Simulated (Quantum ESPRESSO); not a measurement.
# Sb under changes of volume

One of the cells (26.962 Å³/atom); the others are scaled copies at fixed shape and fractional positions:

```
Sb
1.0
    -1.57654    1.57654    2.71194
     1.57654   -1.57654    2.71194
     1.57654    1.57654   -2.71194
Sb
1
Cartesian
  0.0000 0.0000 0.0000
```

This isn't the form of Sb at room conditions, which is rhombohedral.

| Quantity | Value |
| --- | --- |
| Program | Quantum ESPRESSO 7.5 |
| Functional | PBE |
| Potentials or basis | SSSP 1.3 efficiency PBE |
| Cutoff | 748 eV |
| Density cutoff | 5987 eV |
| k mesh | 12 × 12 × 12 |
| Occupations | fermi-dirac, width 0.05 eV |
| Spin | no spin polarisation |

```tsv
volume (Å³/atom)	energy over the lowest point (meV/atom)	pressure (GPa)
25.344	46.17	6.7
25.883	26.65	4.9
26.423	12.84	3.3
26.962	4.14	1.9
27.501	?	?
28.040	0.00	-0.5
28.580	3.65	-1.6
```

**Question.** What does the run at 27.501 Å³/atom give?

**Answer.** Energy over the lowest point 0.02 meV/atom; pressure 0.6 GPa.

Worked out: A Birch-Murnaghan fit of order 3 (a polynomial in V^(-2/3)) to the other rows has its minimum at 27.77 Å³/atom with B0 = V·E''(V) = 59 GPa and B' = 4.7 at fixed shape and positions, which overstates the stiffness. It gives 0.03 meV/atom at 27.501 Å³/atom, against the run's 0.02, and -dE/dV = 0.6 GPa, against 0.6.

Energies are extrapolated to zero smearing.
